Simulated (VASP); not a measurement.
# Si (I4_1/amd) in VASP: further runs

One crystal, Si, is run at these levels: PBEsol; tasks: single point.

Program: VASP 6.6.1. These are calculated values, not measurements. Logs are shortened: lines on timing, memory, paths and dates and some standing lists are left out, and cuts for length are marked.

## Step 1: The crystal as given

Symmetry: I4_1/amd, No. 141, tetragonal system. The conventional cell has a = 4.311 Å, b = 4.311 Å, c = 4.310 Å, α = 90.00°, β = 90.00°, γ = 90.00°. Si (site symmetry -4m2) has 4 Si at 2.41 Å as nearest neighbours.

This isn't the form of Si at room conditions, which is diamond.

## Step 2: Single point, PBEsol

File INCAR:

```
PREC = Accurate
ENCUT = 520
EDIFF = 1E-7
ISMEAR = 0
SIGMA = 0.05
LREAL = F
LASPH = T
NELM = 100
ALGO = Normal
ISIF = 2
LWAVE = F
LCHARG = F
GGA = PS
NBANDS = 11
```

File KPOINTS:

```
Automatic mesh
0
Gamma
  12 12 12
```

File POSCAR:

```
Si
1.0
    0.0000000000      3.0481654620      2.1550529816
    3.0481654620      0.0000000000      2.1550529816
    3.0481654620      3.0481654620      0.0000000000
Si
2
Direct
    0.5000000000      0.5000000000      0.5000000000
    0.7500000000      0.7500000000      0.7500000000
```

Potentials or basis: VASP PAW PBE potentials, release 64 (Si).

The run is started by

```sh
> cat potpaw_PBE.64/Si/POTCAR > POTCAR
> mpirun -np 1 vasp_std > vasp.out
```

OUTCAR:

```text
PREC = Accurate
   ENCUT = 520
   EDIFF = 1E-7
   ISMEAR = 0
   LREAL = F
   LASPH = T
   NELM = 100
   ISIF = 2
   GGA = PS

 ion  position               nearest neighbor table
   1  0.500  0.500  0.500-   2 2.41   2 2.41   2 2.41   2 2.41
   2  0.750  0.750  0.750-   1 2.41   1 2.41   1 2.41   1 2.41

  LATTYP: Found a body centered tetragonal cell.
 ALAT       =     4.3107569367
 C/A-ratio  =     0.9998489886

  Lattice vectors:

 A1 = (   0.0000000000,  -3.0481654620,  -2.1550529816)
 A2 = (   0.0000000000,   3.0481654620,  -2.1550529816)
 A3 = (   3.0481654620,   0.0000000000,   2.1550529816)

Analysis of symmetry for initial positions (statically):
=====================================================================
 Subroutine PRICEL returns:
 Original cell was already a primitive cell.

 Routine SETGRP: Setting up the symmetry group for a
 body centered tetragonal supercell.

 Subroutine GETGRP returns: Found 16 space group operations
 (whereof  8 operations were pure point group operations)
 out of a pool of 16 trial point group operations.

The static configuration has the point symmetry D_2d.
 The point group associated with its full space group is D_4h.

Analysis of symmetry for dynamics (positions and initial velocities):
=====================================================================
 Subroutine PRICEL returns:
 Original cell was already a primitive cell.

 Routine SETGRP: Setting up the symmetry group for a
 body centered tetragonal supercell.

 Subroutine GETGRP returns: Found 16 space group operations
 (whereof  8 operations were pure point group operations)
 out of a pool of 16 trial point group operations.

The dynamic configuration has the point symmetry D_2d.
 The point group associated with its full space group is D_4h.

 Subroutine INISYM returns: Found 16 space group operations
 (whereof  8 operations are pure point group operations),
 and found     1 'primitive' translations

----------------------------------------------------------------------------------------

                                     Primitive cell

  volume of cell :      40.0465

  direct lattice vectors                    reciprocal lattice vectors
     0.000000000  3.048165462  2.155052982    -0.164033090  0.164033090  0.232012857
     3.048165462  0.000000000  2.155052982     0.164033090 -0.164033090  0.232012857
     3.048165462  3.048165462  0.000000000     0.164033090  0.164033090 -0.232012857

  length of vectors
     3.733037106  3.733037106  4.310756937     0.328090956  0.328090956  0.328090956

  position of ions in fractional coordinates (direct lattice)
     0.500000000  0.500000000  0.500000000
     0.750000000  0.750000000  0.750000000

  ion indices of the primitive-cell ions
   primitive index   ion index
                 1           1
                 2           2

----------------------------------------------------------------------------------------

 KPOINTS: Automatic mesh

Automatic generation of k-mesh.
 Grid dimensions read from file:
 generate k-points for:   12   12   12

 Generating k-lattice:

  Cartesian coordinates                     Fractional coordinates (reciprocal lattice)
    -0.013669424  0.013669424  0.019334405     0.083333333  0.000000000  0.000000000
     0.013669424 -0.013669424  0.019334405     0.000000000  0.083333333  0.000000000
     0.013669424  0.013669424 -0.019334405     0.000000000  0.000000000  0.083333333

  Length of vectors
     0.027340913  0.027340913  0.027340913

  Shift w.r.t. Gamma in fractional coordinates (k-lattice)
     0.000000000  0.000000000  0.000000000

 Subroutine IBZKPT returns following result:
 ===========================================

 Found    163 irreducible k-points:

 Following reciprocal coordinates:
            Coordinates               Weight
  0.000000  0.000000  0.000000      1.000000
  0.083333  0.000000  0.000000      8.000000
  0.166667  0.000000  0.000000      8.000000
  0.250000  0.000000  0.000000      8.000000
  0.333333  0.000000  0.000000      8.000000
  0.416667  0.000000  0.000000      8.000000
[... 16 lines left out ...]
  0.500000  0.166667  0.000000      8.000000
 -0.416667  0.166667  0.000000      8.000000
 [... further k-points ...]
   k-points           NKPTS =    163   k-points in BZ     NKDIM =    163   number of bands    NBANDS=     11
   number of dos      NEDOS =    301   number of ions     NIONS =      2
   total plane-waves  NPLWV =  25088
   dimension x,y,z NGX =    28 NGY =   28 NGZ =   32
   dimension x,y,z NGXF=    56 NGYF=   56 NGZF=   64
   ions per type =               2
   NGX,Y,Z   is equivalent  to a cutoff of  12.47, 12.47, 12.34 a.u.
   NGXF,Y,Z  is equivalent  to a cutoff of  24.94, 24.94, 24.68 a.u.
 SYSTEM =  unknown system
   PREC   = accura    normal or accurate (medium, high low for compatibility)
   ISTART =      0    job   : 0-new  1-cont  2-samecut
   ICHARG =      2    charge: 1-file 2-atom 10-const
   ISPIN  =      1    spin polarized calculation?
   LNONCOLLINEAR =      F non collinear calculations
   LSORBIT =      F    spin-orbit coupling
   LASPH  =      T    aspherical Exc in radial PAW
   ENCUT  =  520.0 eV  38.22 Ry    6.18 a.u.   6.94  6.94  8.02*2*pi/ulx,y,z
   NELM   =    100;   NELMIN=  2; NELMDL= -5     # of ELM steps
   EDIFF  = 0.1E-06   stopping-criterion for ELM
   LREAL  =      F    real-space projection
   EDIFFG = 0.1E-05   stopping-criterion for IOM
   NSW    =      0    number of steps for IOM
   IBRION =     -1    ionic relax: 0-MD 1-quasi-New 2-CG
   NFREE  =      0    steps in history (QN), initial steepest desc. (CG)
   ISIF   =      2    stress and relaxation
   ISYM   =      2    0-nonsym 1-usesym 2-fastsym
   POTIM  = 0.5000    time-step for ionic-motion
   TEBEG  =    0.0;   TEEND  =   0.0 temperature during run
   PSTRESS=    0.0 pullay stress
   NELECT =       8.0000    total number of electrons
   NUPDOWN=      -1.0000    fix difference up-down
   EMIN   =  10.00;   EMAX   =-10.00  energy-range for DOS
   EFERMI =   0.00;   METHOD = LEGACY
   ISMEAR =     0;   SIGMA  =   0.05  broadening in eV -4-tet -1-fermi 0-gaus
   EFERMI_NEDOS =   21; number of points for ismear=-14 and -15
   IALGO  =     38    algorithm
   IMIX   =      4    mixing-type and parameters
     AMIX     =   0.40;   BMIX     =  1.00
     AMIX_MAG =   1.60;   BMIX_MAG =  1.00
  volume/ion in A,a.u.               =      20.02       135.12
  Fermi-wavevector in a.u.,A,eV,Ry     =   0.957010  1.808487 12.461143  0.915868
  Thomas-Fermi vector in A             =   2.085990
   LORBIT       =      0    0 simple, 1 ext, 2 COOP (PROOUT), +10 PAW based schemes
   GGA     = PS    functional components
   LHFCALC =     F    Hartree Fock is set to
   AEXX    =    0.0000 exact exchange contribution
   IVDW    =     0    specifies the selected vdW correction
   LEPSILON=     F    determine dielectric tensor
   LRPA    =     F    only Hartree local field effects (RPA)
 non-spin polarized calculation
 Gauss-broadening in eV      SIGMA  =   0.05
  energy-cutoff  :      520.00
  volume of cell :       40.05
 maximum number of plane-waves:      1097
   NGX = 13   NGY = 13   NGZ = 17

 number of electron       8.0000000 magnetization

 Free energy of the ion-electron system (eV)
  ---------------------------------------------------
  ext. energy  EPLUGINS =         0.00000000
  ---------------------------------------------------
  free energy    TOTEN  =       -10.99137672 eV

  energy without entropy =      -10.99082006  energy(sigma->0) =      -10.99109839

 E-fermi :   5.7197     XC(G=0):  -9.6817

 val. band max:        5.7145337037   @ k =  -0.4167   0.3333   0.0000
 cond. band min:       5.7552718852   @ k =   0.3333   0.0000   0.0000
 fundamental gap:      0.0407381815
 Fermi energy:         5.7197344450

 k-point     1 :       0.0000    0.0000    0.0000
  band No.  band energies     occupation
      1      -6.0727      2.00000
      2       5.3530      2.00000
      3       5.3530      2.00000
      4       7.2089      0.00000
      5       8.1783      0.00000
      6       8.2287      0.00000
      7       9.5005      0.00000
      8       9.5005      0.00000
      9      10.8743      0.00000
     10      13.7722      0.00000
     11      14.1136      0.00000

 k-point     2 :       0.0833    0.0000    0.0000
  band No.  band energies     occupation
      1      -5.9753      2.00000
      2       4.8208      2.00000
      3       5.1570      2.00000
      4       6.7490      0.00000
      5       7.9859      0.00000
      6       8.7243      0.00000
      7       9.5088      0.00000
      8       9.8594      0.00000
      9      11.0092      0.00000
     10      13.5074      0.00000
     11      14.2485      0.00000

 k-point     3 :       0.1667    0.0000    0.0000
  band No.  band energies     occupation
      1      -5.6860      2.00000
      2       3.5597      2.00000
      3       4.7179      2.00000
      4       6.3229      0.00000
      5       7.3892      0.00000
      6       9.1913      0.00000
      7       9.2197      0.00000
      8      11.0614      0.00000
      9      11.7930      0.00000
     10      13.1950      0.00000
     11      15.2990      0.00000
[... 267 lines left out ...]
 k-point    23 :       0.5000    0.1667    0.0000
  band No.  band energies     occupation
      1      -3.1500      2.00000
      2      -0.7759      2.00000
      3       2.8434      2.00000
      4       3.7555      2.00000
      5       6.8809      0.00000
      6       9.5093      0.00000
      7       9.6299      0.00000
      8      11.4424      0.00000
      9      16.9068      0.00000
     10      17.9352      0.00000
     11      18.0343      0.00000

 k-point    24 :      -0.4167    0.1667    0.0000
  band No.  band energies     occupation
      1      -3.4639      2.00000
      2      -0.4312      2.00000
      3       2.9287      2.00000
      4       3.8381      2.00000
      5       6.9430      0.00000
      6       9.5938      0.00000
      7      10.5123      0.00000
      8      11.1383      0.00000
      9      15.5597      0.00000
     10      16.0290      0.00000
     11      16.7515      0.00000

 [... further k-points ...]

------------------------ aborting loop because EDIFF is reached ----------------------------------------

  FORCE on cell =-STRESS in cart. coord.  units (eV):
  Direction    XX          YY          ZZ          XY          YZ          ZX
  --------------------------------------------------------------------------------------
  -------------------------------------------------------------------------------------
  Total       -2.1600978     -2.1600978      0.7531828      0.0000000     -0.0000000      0.0000000
  in kB      -86.4209371    -86.4209371     30.1332491      0.0000000     -0.0000000      0.0000000
  external PRESSURE =     -47.5695417 kB  Pullay stress =       0.0000000 kB

 VOLUME and BASIS-vectors are now :
 -----------------------------------------------------------------------------
  energy-cutoff  :      520.00
  volume of cell :       40.05
      direct lattice vectors                 reciprocal lattice vectors
     0.000000000  3.048165462  2.155052982    -0.164033090  0.164033090  0.232012857
     3.048165462  0.000000000  2.155052982     0.164033090 -0.164033090  0.232012857
     3.048165462  3.048165462  0.000000000     0.164033090  0.164033090 -0.232012857

 POSITION                                       TOTAL-FORCE (eV/Angst)
 -----------------------------------------------------------------------------------
      3.04817      3.04817      2.15505        -0.000000     -0.000000     -0.000000
      4.57225      4.57225      3.23258         0.000000      0.000000      0.000000
 -----------------------------------------------------------------------------------
    total drift:                               -0.000000      0.000000     -0.000000

  FREE ENERGIE OF THE ION-ELECTRON SYSTEM (eV)
  ---------------------------------------------------
  free  energy   TOTEN  =       -10.9913767193 eV

  energy  without entropy=      -10.9908200570  energy(sigma->0) =      -10.99109839
```

It took 22 s on 1 thread of Intel Xeon 6975P-C (Granite Rapids), shared host; peak memory 0.19 GiB.

What came out:

```
Free energy            : -10.9914 eV
Pressure               : -4.8 GPa
Band gap on the k mesh : none (metal or under the smearing width)
```

Levels at points of the mesh, in eV from the Fermi level:
```tsv
k point	band 1	band 2	band 3	band 4	band 5	band 6	band 7	band 8
(0.00, 0.00, 0.00)	-11.79	-0.37	-0.37	1.49	2.46	2.51	3.78	3.78
(0.50, 0.00, 0.00)	-9.24	-6.75	-2.17	-0.18	0.05	2.30	5.88	7.80
(0.50, 0.50, 0.00)	-6.41	-6.41	-4.12	-4.12	-0.48	-0.48	9.75	9.75
(0.50, 0.00, 0.50)	-8.24	-8.24	-1.37	-1.37	2.10	2.10	6.69	6.69
```

Caveat: the PAW data sets were made with another functional, which shifts forces and pressure a little.

## Step 3: Single point, PBEsol

This run uses another cell than the first one, of the same volume but with other edges.

File INCAR:

```
ALGO = Fast ; EDIFF = 1E-6
ENCUT = 520 ; GGA = PS
ISIF = 2 ; ISMEAR = 0
LASPH = T ; LCHARG = F
LREAL = F ; LWAVE = F
NBANDS = 11 ; NELM = 100
PREC = Accurate ; SIGMA = 0.05
```

File KPOINTS:

```
k-points
0
Gamma
  12 12 12
```

File POSCAR:

```
Si
1.0
    0.0000000000      2.5553551053      3.0664261264
    2.5553551053      0.0000000000      3.0664261264
    2.5553551053      2.5553551053      0.0000000000
Si
2
Direct
    0.5000000000      0.5000000000      0.5000000000
    0.7500000000      0.7500000000      0.7500000000
```

Potentials or basis: VASP PAW PBE potentials, release 64 (Si).

The run is started by

```sh
> cat potpaw_PBE.64/Si/POTCAR > POTCAR
> mpirun -np 1 vasp_std > vasp.out
```

It took 30 s on 1 thread of Intel Xeon 6975P-C (Granite Rapids), shared host; peak memory 0.18 GiB.

It converged, with:

| Item | Value |
| --- | --- |
| Free energy | -11.1869 eV |
| Pressure | -0.9 GPa |
| Band gap on the k mesh | none (metal or under the smearing width) |

Stress tensor (GPa, compression positive):
```
  6.19   0.00   0.00
  0.00   6.19   0.00
  0.00   0.00 -14.94
```

Levels at points of the mesh, in eV from the Fermi level:
| k point | band 1 | band 2 | band 3 | band 4 | band 5 | band 6 | band 7 | band 8 |
| --- | --- | --- | --- | --- | --- | --- | --- | --- |
| (0.00, 0.00, 0.00) | -12.26 | -1.31 | 0.28 | 0.28 | 2.20 | 2.20 | 2.33 | 2.79 |
| (0.50, 0.00, 0.00) | -9.87 | -7.28 | -2.40 | -0.46 | 0.20 | 3.45 | 3.77 | 7.53 |
| (0.50, 0.50, 0.00) | -8.81 | -8.81 | -2.12 | -2.12 | 1.35 | 1.35 | 9.71 | 9.71 |
| (0.50, 0.00, 0.50) | -7.70 | -7.70 | -3.50 | -3.50 | -0.10 | -0.10 | 7.77 | 7.77 |

Caveat: the PAW data sets were made with another functional, which shifts forces and pressure a little.
